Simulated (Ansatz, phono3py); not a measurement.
# Heat carried by phonons in AlAs (F-43m)

Wanted: κ(T), lifetimes and mean free paths for AlAs.

What experiment has found for this phase:
- thermal conductivity 98 W/m/K near room temperature (given in “Combining the AFLOW GIBBS and Elastic Libraries to efficiently and robustly screen thermo-mechanical properties of solids”, 2017, arXiv:1611.05714)

Program: Ansatz 0.2.0. Level of theory: DFT LDA, scalar-relativistic, plane waves, PAW; PAW set soft_1. Results are calculated unless marked as measured.

### 1. The starting structure

The structure is cubic, space group F-43m (No. 216). The conventional cell has a = 5.661 Å, b = 5.661 Å, c = 5.661 Å, α = 90.00°, β = 90.00°, γ = 90.00°. Nearest to Al lie 4 As at 2.45 Å. Nearest to As lie 4 Al at 2.45 Å. Farther neighbours are not listed.

As a file:

```cif
data_structure
_symmetry_space_group_name_H-M 'P 1'
_symmetry_Int_Tables_number 1
_cell_length_a 4.0028
_cell_length_b 4.0028
_cell_length_c 4.0028
_cell_angle_alpha 60.000
_cell_angle_beta 60.000
_cell_angle_gamma 60.000
_cell_volume 45.35
loop_
_atom_site_label
_atom_site_type_symbol
_atom_site_fract_x
_atom_site_fract_y
_atom_site_fract_z
_atom_site_occupancy
Al1 Al 0.00000 0.00000 0.00000 1
As2 As 0.25000 0.25000 0.25000 1
```

### 2. Probe on a coarse mesh

A cheap single point shows whether the cell is a metal or an insulator and how far it is from rest; that sets the k-mesh and the occupations of what follows.

File input.yaml:

```yaml
crystal:
  lattice:
    - [0.0, 2.8304, 2.8304]
    - [2.8304, 0.0, 2.8304]
    - [2.8304, 2.8304, 0.0]
  atoms:
    - { symbol: Al, position: [0.0, 0.0, 0.0] }
    - { symbol: As, position: [0.25, 0.25, 0.25] }
kpoints:
  mp_grid: { grid: [6, 6, 6] }
hamiltonian:
  xc: lda
  pseudopotentials: { kind: paw, azcp: { folder: soft_1 }, xc_functional: pbe }
scf:
  occupations: { method: gaussian, width: 0.1 }
  lower_state_search: "off"
output:
  forces: true
  stress: true
  eigenvalues: true
```

Launch:

```sh
> ansatz run input.yaml --threads 8 --pin off --max-ram 19456MiB --backend cpu --events-out ev --progress --plain --runs-dir out
```

Numbers of over 12 decimals in the logs are rounded to 6 here.

Output:

```text
Engine: ansatz 0.2.0, aarch64-unknown-linux-gnu
Pseudopotentials: kind: paw
Pseudopotential: Al, paw, valence charge 3, recommended cutoff 420 eV (normal), soft_1/Al.paw.azcp
Pseudopotential: As, paw, valence charge 15, recommended cutoff 420 eV (normal), soft_1/As.paw.azcp
Functional definition: SPW92
  exchange = slater_x
  correlation = pw_c
Crystal: 2 atoms, lattice volume = 45.350 Å³
Basis set: ecut = 420 eV, 893 PW (Γ)
Bands: 13, of which v1, the nominal top of the filled ones, is band 9 counted from 1 (8 counted from 0)
Symmetry: 24 space group operations
Space group: F-43m (ITA 216), of the structure as read, at distance tolerance 3.6e-5 Å
k-points: 16 of 216 (time reversal used)
Non-local potential: Al, projectors of the file, l = 0: 2, l = 1: 2, l = 2: 1
Non-local potential: As, projectors of the file, l = 0: 2, l = 1: 2, l = 2: 3, l = 3: 1
PAW form: soft (Blöchl's): semilocal exchange-correlation on the pseudo side does not see the compensation charge
PAW frozen core: Al, regenerated for the run's functional, and the local potential with it (the file was generated under x = pbe(κ = 0.804, μ = 0.219515), c = pbe(β = 0.066725))
PAW frozen core: As, regenerated for the run's functional, and the local potential with it (the file was generated under x = pbe(κ = 0.804, μ = 0.219515), c = pbe(β = 0.066725))
PAW one-centre angular grid: Al, 110 points (default); XC on 64 Gauss nodes
PAW one-centre angular grid: As, 590 points (default); XC on 64 Gauss nodes
Initial density: superposition of atomic densities (chi_scale 0.1, normalization cell, long waves kept (reshape's long-wave potential 0.00 eV rms))
Initial wavefunctions: pseudopotential atomic-orbital guess
Functional: x = slater, c = lda
SCF iter   1: F=—  HF=-5287.740397 eV  |F-HF|=—  |Δ(HF+E_count)|=         —  Δρ=3.74e-2  dr2=7.66e-1  ethr=3.10e-3  ⟨swp⟩=5.2  Hψ=1227  notcnv=0
preconditioner: auto → none  [insulator: Δε(μ)=1.907 eV  Ē_g=10.123 eV  σ=0.100 eV  W_gap=1.00  n_scr=14 (ndim 8)  ℏωp=15.6 eV  f_vac=0.000  D(μ)=0.00/eV (n_scr^D=0)  ε∞_Penn≈3.4]
SCF iter   2: F=—  HF=-5287.508411 eV  |F-HF|=—  |Δ(HF+E_count)|=   2.32e-1  Δρ=1.58e-2  dr2=8.41e-2  ethr=3.10e-3  ⟨swp⟩=2.1  Hψ=423  notcnv=0
SCF iter   3: F=—  HF=-5287.483374 eV  |F-HF|=—  |Δ(HF+E_count)|=   2.50e-2  Δρ=4.27e-3  dr2=8.67e-3  ethr=4.67e-4  ⟨swp⟩=2.5  Hψ=403  notcnv=0
SCF iter   4: F=—  HF=-5287.479801 eV  |F-HF|=—  |Δ(HF+E_count)|=   3.57e-3  Δρ=9.00e-4  dr2=2.07e-4  ethr=4.82e-5  ⟨swp⟩=2.1  Hψ=346  notcnv=0
SCF iter   5: F=—  HF=-5287.479758 eV  |F-HF|=—  |Δ(HF+E_count)|=   4.31e-5  Δρ=1.70e-4  dr2=5.00e-6  ethr=1.15e-6  ⟨swp⟩=2.0  Hψ=287  notcnv=0
SCF iter   6: F=—  HF=-5287.479758 eV  |F-HF|=—  |Δ(HF+E_count)|=   2.60e-8  Δρ=2.02e-5  dr2=6.60e-8  ethr=5.56e-10  ⟨swp⟩=3.9  Hψ=1058  notcnv=0
SCF iter   7: F=-5287.479758 eV  HF=-5287.479758 eV  |F-HF|=5.16e-10  |Δ(HF+E_count)|=   1.99e-8  Δρ=8.90e-7  dr2=2.46e-10  ethr=3.67e-10  ⟨swp⟩=4.7  Hψ=837  notcnv=0
SCF 1 converged in 7 iterations: F = -5287.479758 eV  dr2 = 2.46e-10
  greatest PAW one-centre occupation: 0.999 electrons in one spin orbital (limit 2), on the As atom at site 1 (counted from 0), in its partial waves of l = 2
SCF converged after 7 iterations
Free energy (F): -5287.479758 eV
Harris-Foulkes:  -5287.479758 eV  (|F-HF|=5.16e-10)
Internal energy: -5287.479758 eV  (E = F + TS)
E sigma→0 (E₀):  -5287.479758 eV
Fermi energy:    6.542240 eV
--- Per-component energies (eV) ---
  E_band       = -277.046931
  E_kinetic    = 121.371193
  E_local      = -2387.137149  (includes V_loc(G=0)·N_el)
  E_nonlocal   = -378.967068
  E_hartree    = 1296.823452
  E_xc         = -107.756797
  E_vxc        = -103.689034  (∫ρ·V_xc dr)
  E_paw        = -2377.608269  (= ΣΔE_a)
  E_vpaw       = -122.270823  (= ΣTr[D̂ρ^β])
  E_aug_tail   = -0.000008  (compensation charges beyond the density's cutoff)
  E_ewald      = -1456.336059
  E_core_change = 2.130946  (= ΣΔE_core)
  E_smearing   = -0.000000  (= −TS)
  E_closure    = 0.000000  (closes the sum)
  Σ components = -5287.479758   (vs F -5287.479758, Δ=0.00e0)
--- Forces (eV/Å), atoms counted from 1 ---
  atom   1  Al     0.00000000    -0.00000000     0.00000000
  atom   2  As    -0.00000000    -0.00000000     0.00000000
  max |Σ_I F_I| component: 1.79e-16 eV/Å
--- Stress (GPa, compression-positive) ---
       -1.222238      -0.000000      -0.000000
       -0.000000      -1.222238       0.000000
       -0.000000       0.000000      -1.222238
  P = ⅓ Tr σ = -1.2222 GPa (-12.222 kbar)
--- Band table (eV; the first three rows and the last of 16) ---
  k-point 0: bands = [... 5 lower, -6.0397, 5.8690, 5.8690, 5.8690, 7.7166, 10.1315, 10.1315, 10.1315]
  k-point 1: bands = [... 5 lower, -5.7736, 3.7394, 5.6075, 5.6075, 8.5584, 10.5640, 10.5640, 10.9653]
  k-point 2: bands = [... 5 lower, -5.1017, 1.3543, 5.2097, 5.2097, 8.1124, 10.6996, 10.6996, 13.2219]
  k-point 15: bands = [... 5 lower, -4.0725, 0.6717, 2.9247, 3.1756, 8.9616, 9.9091, 12.9030, 13.6194]
```

It took 0.91 s on 8 threads of Arm Neoverse V1, shared host; peak memory 0.3 GiB; 2.1 s of CPU time.

Numbers from this step:

```
pressure          : -1.222 GPa
gap on the k-mesh : 1.347 eV
volume per atom   : 22.67 Å³/atom
```

The start is under -1.2 GPa at this level and looks like an insulator or semiconductor on this mesh.

### 3. Finding the static equilibrium

Phonons are second derivatives about a minimum, so cell and atoms are relaxed first, inside the symmetry of the start.

input.yaml, the sections that differ from step 2:

```yaml
kpoints:
  mp_grid: { grid: [8, 8, 8] }
scf:
  occupations: { method: gaussian, width: 0.02 }
  lower_state_search: "off"
output:
  forces: true
  stress: true
  eigenvalues: true
  write_density: true
  write_potential: true
  elf: true
  volumetric_format: npy
relax:
  adjacent_minimum: "off"
  f_tol: 0.005
  max_steps: 80
  cell: { stress_tol: 0.05 }
# crystal, hamiltonian: as in step 2
```

Output:

```text
[...]
Crystal: 2 atoms, lattice volume = 45.350 Å³
Basis set: ecut = 420 eV, 893 PW (Γ)
Bands: 13, of which v1, the nominal top of the filled ones, is band 9 counted from 1 (8 counted from 0)
Symmetry: 24 space group operations
[...]
k-points: 29 of 512 (time reversal used)
[...]
SCF iter   1: F=—  HF=-5287.747976 eV  |F-HF|=—  |Δ(HF+E_count)|=         —  Δρ=3.72e-2  dr2=7.57e-1  ethr=3.10e-3  ⟨swp⟩=5.8  Hψ=2314  notcnv=0
[...]
SCF iter   7: F=-5287.491113 eV  HF=-5287.491113 eV  |F-HF|=5.63e-10  |Δ(HF+E_count)|=   2.11e-8  Δρ=9.52e-7  dr2=3.05e-10  ethr=3.83e-10  ⟨swp⟩=8.2  Hψ=2579  notcnv=0
SCF 1 converged in 7 iterations: F = -5287.491113 eV  dr2 = 3.05e-10
[...]
relax step   1: F+E_penalty+E_count = -5287.49111308 eV  Δ(F+E_penalty+E_count) = +0.000e0 eV  max|allowed force component| = 1.041e-16 eV/Å  Δτ_max = 0.0000 Å  P = -1.235 GPa  Ω = 45.350 Å³  (7 SCF iters, dr2 threshold 1.00e-7 eV, accepted)
Crystal: 2 atoms, lattice volume = 44.688 Å³
[...]
iter 1 solved again at ethr=2.16e-6 eV; its pass at ethr=3.10e-3 eV (dr2=3.90e-4 eV) is discarded
[...]
SCF iter   4: F=-5287.494118 eV  HF=-5287.494118 eV  |F-HF|=3.55e-8  |Δ(HF+E_count)|=   1.78e-6  Δρ=2.07e-5  dr2=1.17e-7  ethr=1.11e-9  ⟨swp⟩=7.0  Hψ=2386  notcnv=0
SCF 2 converged in 4 iterations: F = -5287.494118 eV  dr2 = 1.17e-7
relax step   2: F+E_penalty+E_count = -5287.49411789 eV  Δ(F+E_penalty+E_count) = -3.005e-3 eV  max|allowed force component| = 4.301e-17 eV/Å  Δτ_max = 0.0000 Å  P = -0.166 GPa  Ω = 44.688 Å³  energy of the carried Pulay correction = +8.259e-5 eV  (4 SCF iters, dr2 threshold 2.00e-7 eV, accepted)
Crystal: 2 atoms, lattice volume = 44.587 Å³
[...]
SCF iter   4: F=-5287.494182 eV  HF=-5287.494182 eV  |F-HF|=5.58e-10  |Δ(HF+E_count)|=   5.49e-8  Δρ=3.54e-6  dr2=3.13e-9  ethr=3.82e-10  ⟨swp⟩=7.7  Hψ=2124  notcnv=0
SCF 3 converged in 4 iterations: F = -5287.494182 eV  dr2 = 3.13e-9
relax step   3: F+E_penalty+E_count = -5287.49418157 eV  Δ(F+E_penalty+E_count) = -6.368e-5 eV  max|allowed force component| = 2.468e-17 eV/Å  Δτ_max = 0.0000 Å  P = +0.005 GPa  Ω = 44.587 Å³  energy of the carried Pulay correction = +9.530e-5 eV  (4 SCF iters, dr2 threshold 6.88e-8 eV, accepted)
[...]
SCF iter   4: F=-5287.494093 eV  HF=-5287.494093 eV  |F-HF|=1.91e-11  |Δ(HF+E_count)|=  1.23e-10  Δρ=4.12e-7  dr2=1.63e-11  ethr=1.00e-12  ⟨swp⟩=4.3  Hψ=1779  notcnv=0
SCF 4 converged in 4 iterations: F = -5287.494093 eV  dr2 = 1.63e-11
relax step   4: F+E_penalty+E_count = -5287.49409272 eV  Δ(F+E_penalty+E_count) = +8.886e-5 eV  max|allowed force component| = 2.747e-17 eV/Å  Δτ_max = 0.0000 Å  P = +0.002 GPa  Ω = 44.587 Å³  stress off target by 1.91e-3 GPa  SCF on the basis re-selected at this cell (its energy is not comparable with the rows above)  (4 SCF iters)
basis re-selected at this cell: Δ(F+E_penalty+E_count) = +8.886e-5 eV, ΔP = -0.003 GPa vs the last step (what re-selecting the basis moved, of the pressure what is left beyond the Pulay correction that the steps carried, after the strain that the cell walked since its last selection, with what the two solves' SCF thresholds leave and, on support functions, any second-order correction that the steps lacked; it is no m [...]
SCF converged after 4 iterations
Free energy (F): -5287.494093 eV
[...]
Internal energy: -5287.494093 eV  (E = F + TS)
E sigma→0 (E₀):  -5287.494093 eV
Fermi energy:    6.707099 eV
[...]
--- Stress (GPa, compression-positive) ---
        0.001914       0.000000       0.000000
        0.000000       0.001914       0.000000
        0.000000       0.000000       0.001914
  P = ⅓ Tr σ = 0.0019 GPa (0.019 kbar)
--- Band table (eV; the first three rows and the last of 29) ---
  k-point 0: bands = [... 5 lower, -5.9580, 6.0452, 6.0452, 6.0452, 8.0291, 10.3419, 10.3419, 10.3419]
  k-point 1: bands = [... 5 lower, -5.8029, 4.5865, 5.8826, 5.8826, 8.7979, 10.6260, 10.6260, 10.7304]
  k-point 2: bands = [... 5 lower, -5.3724, 2.6026, 5.5623, 5.5623, 8.6131, 10.9623, 10.9623, 12.4703]
  k-point 28: bands = [... 5 lower, -3.9273, 0.9120, 2.7924, 3.1611, 10.3065, 11.7059, 11.7313, 12.0531]
--- Relaxed structure (3 steps of the walk, 3 accepted, 1 SCFs on fresh bases) ---
  F+E_penalty+E_count = -5287.49409272 eV   max|allowed force component| = 2.747e-17 eV/Å   (the final SCF, on the basis selected at the relaxed cell)
  cell:  # Å, volume = 44.5866 Å³
    - [0, 2.814437, 2.814437]
    - [2.814437, 0, 2.814437]
    - [2.814437, 2.814437, 0]
  atoms:
    - { symbol: Al, position: [0, 0, 0] }
    - { symbol: As, position: [0.25, 0.25, 0.25] }
```

The job ended after 1.6 s (8 threads; peak memory 0.36 GiB).

Relaxation path:

```csv
step,energy less that of the first step (eV),largest force component (eV/Å),pressure (GPa),volume (Å³)
1,0.0000,0.0000,-1.23,45.35
2,-0.0030,0.0000,-0.17,44.69
3,-0.0031,0.0000,0.00,44.59
4*,-0.0030,0.0000,0.00,44.59
```

Relaxation steps marked * repeat the geometry before them on a plane-wave basis chosen anew for their cell, so energy and pressure can jump there.

The run keeps the 24 symmetry operations that it works with, so distortions that break them were not tested.

```csv
"conventional cell, symmetrised",before,after,change
a (Å),5.661,5.629,-0.6 %
b (Å),5.661,5.629,-0.6 %
c (Å),5.661,5.629,-0.6 %
volume (Å³/atom),22.67,22.29,-1.7 %
```

Final coordinates:

```cif
data_structure
_symmetry_space_group_name_H-M 'P 1'
_symmetry_Int_Tables_number 1
_cell_length_a 3.9802
_cell_length_b 3.9802
_cell_length_c 3.9802
_cell_angle_alpha 60.000
_cell_angle_beta 60.000
_cell_angle_gamma 60.000
_cell_volume 44.59
loop_
_atom_site_label
_atom_site_type_symbol
_atom_site_fract_x
_atom_site_fract_y
_atom_site_fract_z
_atom_site_occupancy
Al1 Al 0.00000 0.00000 0.00000 1
As2 As 0.25000 0.25000 0.25000 1
```

Numbers from this step:

| Property | Result |
| --- | --- |
| pressure | 0.001914 GPa |
| gap on the k-mesh | 1.324 eV |
| volume per atom | 22.29 Å³/atom |

Electrostatic potential energy in the ac plane of a cell with a along [110], b along [-110] and c along [001] of the cube at fractional y = 0.500, with atoms of Al and As within 0.2 Å of it. With pseudopotentials it is smooth inside the atoms' cores, unlike the true potential.

Ten even steps from '0' (-10 eV) to '9' (21 eV), each cell a mean:
```
6666666666666666666666
6666666666666666666666
6666666666666666666666
6666555566666665555666
6655333456666553334566
6653000145666530001456
6540164025665401640256
5540296024555402960245
1231021033112310210331
2013101230120131012301
9404444421894044444218
9404555521894045555218
3015666530130156665301
1246666653112466666531
5566666665555666666655
```
Columns run along a (8.0 Å; values clipped at the 3rd and 97th percentile), rows up along c (5.6 Å), edges of the conventional cell, whose origin can differ from the input's. Atoms in or near the plane, at fractional coordinates: Al at (0.75, 0.50), Al at (0.25, 0.50), As at (0.50, 0.25), As at (0.00, 0.25).

ELF in the ac plane of a cell with a along [110], b along [-110] and c along [001] of the cube at fractional y = 0.500, with atoms of Al and As within 0.2 Å of it. It is the smooth field of the valence electrons, not physical close to the nuclei.

Ten even steps from '_' (0.02) to '@' (0.89), each cell a mean:
```
--::..____________..----::..____________..--
____________________________________________
__________....__________________....________
______..::--::..____________..::--::..______
____..::--====--..________..::--====--..____
__..::::::::::::::....__..::::::::::::::....
--====--______..====----====--______..====--
**##%%**..--..==%%%%##**##%%**..--..==%%%%##
##%%@@@@++__::%%@@@@####%%@@@@++__::%%@@@@##
==**@@@@%%--**@@@@%%++==**@@@@%%--**@@@@%%++
..==##%%##==++%%%%**....==##%%##==++%%%%**..
..--**##==::--**##++....--**##==::--**##++..
==++**++::__..==****++==++**++::__..==****++
####**--..____::++**######**--..____::++**##
**++--..________::++****++--..________::++**
```
Columns run along a (8.0 Å), rows up along c (5.6 Å), edges of the conventional cell, whose origin can differ from the input's. Atoms in or near the plane, at fractional coordinates: Al at (0.75, 0.50), Al at (0.25, 0.50), As at (0.50, 0.25), As at (0.00, 0.25).

Valence density in the ac plane of a cell with a along [110], b along [-110] and c along [001] of the cube at fractional y = 0.500, with atoms of Al and As within 0.2 Å of it. It is the smooth field of the valence electrons, not physical close to the nuclei.

Values in e/Å³, 8 rows by 16 columns, each cell a mean:
```
 0  0  0  0  0  0  0  0  0  0  0  0  0  0  0  0
 0  0  0  0  0  0  0  0  0  0  0  0  0  0  0  0
 0  0  0  0  0  0  0  0  0  0  0  0  0  0  0  0
 0  0  0  0  0  0  0  0  0  0  0  0  0  0  0  0
 1  0  0  0  0  0  0  1  1  0  0  0  0  0  0  1
18  2  0  0  0  0  1 11 18  2  0  0  0  0  1 11
11  1  0  0  0  0  1  7 11  1  0  0  0  0  1  7
 0  0  0  0  0  0  0  0  0  0  0  0  0  0  0  0
```
Columns run along a (8.0 Å), rows up along c (5.6 Å), edges of the conventional cell, whose origin can differ from the input's. Atoms in or near the plane, at fractional coordinates: Al at (0.75, 0.50), Al at (0.25, 0.50), As at (0.50, 0.25), As at (0.00, 0.25).

The relaxation ends with a pressure of 0.00 GPa.

### 4. Tight relaxation

The thresholds are tightened for a last relaxation ahead of the phonons, and where mesh or smearing change with them the cell follows.

File input.yaml:

```yaml
crystal:
  lattice:
    - [0.0, 2.8144366961, 2.8144366961]
    - [2.8144366961, 0.0, 2.8144366961]
    - [2.8144366961, 2.8144366961, 0.0]
  atoms:
    - { symbol: Al, position: [0.0, 0.0, 0.0] }
    - { symbol: As, position: [0.25, 0.25, 0.25] }
kpoints:
  mp_grid: { grid: [9, 9, 9] }
hamiltonian:
  xc: lda
  pseudopotentials: { kind: paw, azcp: { folder: soft_1 }, xc_functional: pbe }
scf:
  occupations: { method: fixed }
  lower_state_search: "off"
output:
  forces: true
  stress: true
  eigenvalues: true
relax:
  adjacent_minimum: "off"
  f_tol: 0.001
  max_steps: 60
  cell: { stress_tol: 0.01 }
```

Output:

```text
[...]
Crystal: 2 atoms, lattice volume = 44.587 Å³
Basis set: ecut = 420 eV, 893 PW (Γ)
Bands: 13, of which v1, the nominal top of the filled ones, is band 9 counted from 1 (8 counted from 0)
Symmetry: 24 space group operations
[...]
k-points: 35 of 729 (time reversal used)
[...]
k-point 34: bands = [... 5 lower, -3.9821, 0.9234, 2.7455, 3.4281, 10.0956, 11.2617, 11.4727, 13.2262]
--- Relaxed structure (1 steps of the walk, 1 accepted, 1 SCFs on fresh bases) ---
[...]
cell:  # Å, volume = 44.5866 Å³
    - [0.0, 2.8144366961, 2.8144366961]
    - [2.8144366961, 0.0, 2.8144366961]
    - [2.8144366961, 2.8144366961, 0.0]
  atoms:
    - { symbol: Al, position: [0.0, 0.0, 0.0] }
    - { symbol: As, position: [0.25, 0.25, 0.25] }
[key lines of the parts left out:]
SCF converged after 5 iterations
Free energy (F): -5287.495204 eV
Fermi energy:    6.044503 eV
P = ⅓ Tr σ = 0.0023 GPa (0.023 kbar)
```

Wall time 1 s (8 threads); peak memory 0.35 GiB; 5.9 s of CPU time.

Little changed from the start: no atom moved by 0.005 Å and no cell edge by 0.1 %.

Numbers from this step:

- pressure: 0.002276 GPa
- gap on the k-mesh: 1.395 eV

The residual pressure is 0.0023 GPa, small enough for phonons.

### 5. An input with a fault

This input was changed on purpose, to see how the program answers.

input.yaml, the sections that differ from step 4:

```yaml
kpoints:
  mp_grid: { grid: [6, 6, 6] }
scf:
  occupations: { method: fixed }
  lower_state_search: "off"
  max_iter: 60
output:
  eigenvalues: true
phonons:
  supercell: [2, 2, 2]
  dielectric: false
  third_order: { supercell: [2, 2, 2], pair_cutoff: 1.0 }
  lattice_thermal_conductivity:
    qmesh: [9, 9, 9]
    temperatures: [300]
    isotope_mass_variance: [{ species: Al, variance: 0.0 }, { species: As, variance: 0.0 }]
# crystal, hamiltonian: as in step 4
# relax: removed
```

Output:

```text
Error: invalid value for `phonons.third_order.pair_cutoff`: 1.0000 Å reaches no neighbour of site 0 of the crystal (counted from 0; the nearest site to it is 2.4374 Å away), so of that site only on-site third-order constants would be kept, which the sum rule sets to zero whatever the forces; raise pair_cutoff past that separation, and enlarge phonons.third_order.supercell if that is not below half its shortest translation
```

It took 0.09 s on 8 threads; peak memory 0.093 GiB.

The input was rejected at the start.

The program's message: “Error: invalid value for `phonons.third_order.pair_cutoff`: 1.0000 Å reaches no neighbour of site 0 of the crystal (counted from 0; the nearest site to it is 2.4374 Å away), so of that site only on-si …”

The fault put into the input: a pair cutoff that reaches no neighbour.

[end of part 1 of 3]

[Logs are printed without paths, hosts, clocks, repeated set-up lines and the standing remarks that a program may print on its own settings, such as how far it seeks lower states.]

[Hosts, paths, dates, database ids (printed as entryN), source tags and the programs' standing remarks are cut or masked in the printed files.]

[A step with changed settings may run another functional than the one named; its input shows which.]
